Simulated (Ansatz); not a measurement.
# WC (Cmmm) in Ansatz: reference runs

Reference runs on WC: the cell as given.

All numbers are computed with Ansatz 0.2.0; they aren't measurements. Logs are shortened: lines on timing, memory, paths and dates and some standing lists are left out, and cuts for length are marked.

## (1) The cell of the first run

Symmetry: Cmmm, No. 65, orthorhombic system. The conventional cell has a = 3.281 Å, b = 4.236 Å, c = 4.309 Å, α = 90.00°, β = 90.00°, γ = 90.00°. Around W (site symmetry mmm) lie 4 W at 2.68 Å and 8 C at 2.71 to 3.02 Å. Around C (site symmetry mmm) lie 4 C at 2.68 Å and 8 W at 2.71 to 3.02 Å.

The cell was built by a generator and needn't be a form met in nature.

## (2) Single point, PBE (as made, not relaxed: species swapped into the SbPb type (Cmmm, No. 65))

input.yaml

```yaml
crystal:
  lattice:
    - [1.64034611, -2.1180379, 0.0]
    - [1.64034611, 2.1180379, 0.0]
    - [0.0, 0.0, 4.3094211]
  atoms:
    - { symbol: W, position: [0.5, 0.5, 0.5] }
    - { symbol: C, position: [0.0, 0.0, 0.0] }
hamiltonian:
  xc: pbe
  pseudopotentials: { kind: paw }
kpoints:
  mp_grid: { grid: [10, 10, 6] }
scf:
  occupations: { method: fermi_dirac, width: 0.05 }
output:
  forces: true
  stress: true
  eigenvalues: true
  write_density: true
  write_potential: true
  elf: true
  volumetric_format: npy
```

Potentials or basis: Ansatz PAW.

On the command line:

```console
$ ansatz run input.yaml --threads 2 --pin off --max-ram 5632MiB --backend cpu --events-out ev --progress --plain --runs-dir out
```

The program printed:

```text
Warning: RAYON_NUM_THREADS=2 ignored (pool sized by the plan → 2); use --threads N
Engine: ansatz 0.2.0, aarch64-unknown-linux-gnu
Pseudopotentials: kind: paw
Pseudopotential: W, paw, valence charge 14, recommended cutoff 420 eV (normal), W.paw.azcp
Pseudopotential: C, paw, valence charge 4, recommended cutoff 420 eV (normal), C.paw.azcp
Functional definition: PBE
  parameter kappa = 0.804
  parameter beta = 0.06672455060314922
  exchange = pbe_x(kappa = kappa, mu = beta*pi^2/3)
  correlation = pbe_c(beta = beta)
Crystal: 2 atoms, lattice volume = 29.945 Å³
Basis set: ecut = 420 eV, 577 PW (Γ), exchange–correlation on 36×36×60 points (8 copies of the dense FFT grid, shifted against one another)
Bands: 13, of which v1, the nominal top of the filled ones, is band 9 counted from 1 (8 counted from 0)
Symmetry: 8 space group operations
Space group: Cmmm (ITA 65), of the structure as read, at distance tolerance 3.1e-5 Å
k-points: 124 of 600
Non-local potential: W, projectors of the file, l = 0: 3, l = 1: 2, l = 2: 2, l = 3: 1
Non-local potential: C, projectors of the file, l = 0: 2, l = 1: 2, l = 2: 1
PAW form: soft (Blöchl's): semilocal exchange-correlation on the pseudo side does not see the compensation charge
PAW one-centre angular grid: W, 590 points (default); XC on 64 Gauss nodes
PAW one-centre angular grid: C, 110 points (default); XC on 64 Gauss nodes
Initial density: superposition of atomic densities (neutral atoms: chi_scale 0, normalization atom), corrected by the library's trained network
Initial wavefunctions: pseudopotential atomic-orbital guess
Functional: x = pbe(κ = 0.804, μ = 0.2195149727645171), c = pbe(β = 0.06672455060314922)
SCF iter   1: F=—  HF=-10630.282866 eV  |F-HF|=—  |Δ(HF+E_count)|=         —  Δρ=7.68e-3  dr2=1.31e-2  ethr=1.77e-3  ⟨swp⟩=5.3  Hψ=7851  notcnv=0
preconditioner: auto → none  [metal: Δε(μ)=0.035 eV  Ē_g=6.205 eV  σ=0.050 eV  W_gap=0.18  n_scr=6 (ndim 8)  ℏωp=21.5 eV  f_vac=0.000  D(μ)=1.75/eV (n_scr^D=18)  sad-step TF]
SCF iter   2: F=—  HF=-10630.282772 eV  |F-HF|=—  |Δ(HF+E_count)|=   9.37e-5  Δρ=4.48e-3  dr2=5.16e-3  ethr=7.27e-5  ⟨swp⟩=1.1  Hψ=2615  notcnv=0
SCF iter   3: F=—  HF=-10630.282468 eV  |F-HF|=—  |Δ(HF+E_count)|=   3.04e-4  Δρ=2.80e-4  dr2=1.63e-5  ethr=2.87e-5  ⟨swp⟩=1.4  Hψ=1687  notcnv=0
SCF iter   4: F=—  HF=-10630.282486 eV  |F-HF|=—  |Δ(HF+E_count)|=   1.75e-5  Δρ=9.71e-5  dr2=3.21e-6  ethr=9.08e-8  ⟨swp⟩=2.6  Hψ=2660  notcnv=0
iter 5 did not close the SCF: its close was put off for the readings that it lacked (scf_convergence_deferred on its scf_iter line)
SCF iter   5: F=-10630.282485 eV  HF=-10630.282485 eV  |F-HF|=5.49e-9  |Δ(HF+E_count)|=   3.82e-7  Δρ=1.47e-5  dr2=2.86e-8  ethr=1.78e-8  ⟨swp⟩=2.5  Hψ=2563  notcnv=0
SCF iter   6: F=-10630.282485 eV  HF=-10630.282485 eV  |F-HF|=2.13e-10  |Δ(HF+E_count)|=   1.03e-8  Δρ=1.97e-6  dr2=3.52e-10  ethr=1.59e-10  ⟨swp⟩=5.6  Hψ=8957  notcnv=0
SCF 1 converged in 6 iterations: F = -10630.282485 eV  dr2 = 3.52e-10
SCF converged after 6 iterations
Free energy (F): -10630.282485 eV
Harris-Foulkes:  -10630.282485 eV  (|F-HF|=2.13e-10)
Internal energy: -10630.267803 eV  (E = F + TS)
E sigma→0 (E₀):  -10630.275144 eV
Entropy (-TS):   -0.014682 eV (-7.341 meV/atom)
Fermi energy:    13.701175 eV
--- Per-component energies (eV) ---
  E_band       = -178.119669
  E_kinetic    = 517.395768
  E_local      = -1022.352143  (includes V_loc(G=0)·N_el)
  E_nonlocal   = 29.440809
  E_hartree    = 357.814241
  E_xc         = -308.072702
  E_vxc        = -289.167996  (∫ρ·V_xc dr)
  E_paw        = -8659.653578  (= ΣΔE_a)
  E_vpaw       = -129.064541  (= ΣTr[D̂ρ^β])
  E_aug_tail   = -0.000072  (compensation charges beyond the density's cutoff)
  E_ewald      = -1544.840126
  E_smearing   = -0.014682  (= −TS)
  E_closure    = 0.000000  (closes the sum)
  Σ components = -10630.282485   (vs F -10630.282485, Δ=0.00e0)
--- Forces (eV/Å), atoms counted from 1 ---
  atom   1  W      0.00000000     0.00000000     0.00000000
  atom   2  C     -0.00000000     0.00000000     0.00000000
  max |Σ_I F_I| component: 6.21e-30 eV/Å
--- Stress (GPa, compression-positive) ---
      -35.297335       0.000000       0.000000
        0.000000      -2.739025       0.000000
        0.000000       0.000000     -58.755316
  P = ⅓ Tr σ = -32.2639 GPa (-322.639 kbar)
--- Band table (eV; the first three rows and the last of 124) ---
  k-point 0: bands = ["-61.0062", "-25.3468", "-24.7032", "-24.4431", "1.4146", "8.1148", "10.2892", "10.4972", "15.5245", "15.7710", "15.8136", "16.3677", "16.4162"]
  k-point 1: bands = ["-61.0062", "-25.3487", "-24.7031", "-24.4431", "1.6018", "7.4672", "10.2956", "10.7049", "14.7154", "16.0965", "16.1603", "16.7474", "16.7948"]
  k-point 2: bands = ["-61.0062", "-25.3523", "-24.7030", "-24.4430", "2.0611", "6.3395", "10.3085", "10.9457", "14.1160", "15.8381", "16.2716", "17.2536", "17.7093"]
  k-point 123: bands = ["-60.8545", "-25.6554", "-25.3360", "-25.1222", "6.3354", "8.0170", "8.6892", "10.8312", "13.9217", "14.7753", "16.3545", "17.3314", "17.8700"]
```

rho_z.tsv:

```text
# z_ang	rho[e/angstrom^3]
# format = ansatz-planar-average/11
# lattice	1.640346110	-2.118037900	0.000000000
# lattice	1.640346110	2.118037900	0.000000000
# lattice	0.000000000	0.000000000	4.309421100
# sites	2
# site	74	1.640346110	0.000000000	2.154710550
# site	6	0.000000000	0.000000000	0.000000000
0.000000	4.520888e-1
0.143647	4.438878e-1
0.287295	4.147982e-1
0.430942	3.640188e-1
0.574589	3.051329e-1
0.718237	2.559268e-1
[... 22 lines left out ...]
4.022126	4.147982e-1
4.165774	4.438878e-1
```

v_z.tsv:

```text
# z_ang	v_es[eV]	v_tot[eV]
# format = ansatz-planar-average/11
# xc	pbe
# density_cutoff_ev	1680
# datasets	W=:simpson_from_first_knot:soft	C=:simpson_from_first_knot:soft
# lattice	1.640346110	-2.118037900	0.000000000
# lattice	1.640346110	2.118037900	0.000000000
# lattice	0.000000000	0.000000000	4.309421100
# sites	2
# site	74	1.640346110	0.000000000	2.154710550
# site	6	0.000000000	0.000000000	0.000000000
0.000000	4.832351e0	-6.620066e0
0.143647	5.716675e0	-5.640882e0
0.287295	7.968961e0	-3.131518e0
0.430942	1.074315e1	-1.050945e-2
0.574589	1.311495e1	2.756052e0
0.718237	1.427470e1	4.299469e0
[... 22 lines left out ...]
4.022126	7.968961e0	-3.131518e0
4.165774	5.716675e0	-5.640882e0
```

Wall time 2.4 s (2 threads of Arm Neoverse V1, shared host); peak memory 0.33 GiB.

What came out:

```yaml
Free_energy: -10630.2825 eV
Pressure: -32.3 GPa
Band_gap_on_the_k_mesh: none (metal or under the smearing width)
```

Levels at points of the mesh, in eV from the Fermi level:
```tsv
k point	band 5	band 6	band 7	band 8	band 9	band 10	band 11	band 12	band 13
(0.00, 0.00, 0.00)	-12.29	-5.59	-3.41	-3.20	1.82	2.07	2.11	2.67	2.72
(0.00, 0.00, -0.50)	-11.34	-7.93	-3.39	-2.67	0.21	2.04	2.59	3.68	4.41
(0.00, -0.50, 0.00)	-9.09	-5.83	-4.81	-3.70	1.85	1.88	2.59	3.51	4.34
(0.00, -0.50, -0.50)	-9.63	-4.48	-3.93	-2.48	-0.67	0.23	2.21	2.37	2.62
(-0.50, -0.50, 0.00)	-8.28	-3.74	-3.30	-2.61	-0.89	-0.73	-0.19	1.01	6.06
(-0.50, -0.50, -0.50)	-7.37	-5.68	-5.01	-2.87	0.22	1.07	2.65	3.63	4.17
```

Caveat: a pressure of tens of GPa on the cell as given is suspect, and the run, the potentials or the cell itself is likely at fault. The run has no spin-orbit coupling, so splittings on W are missing.
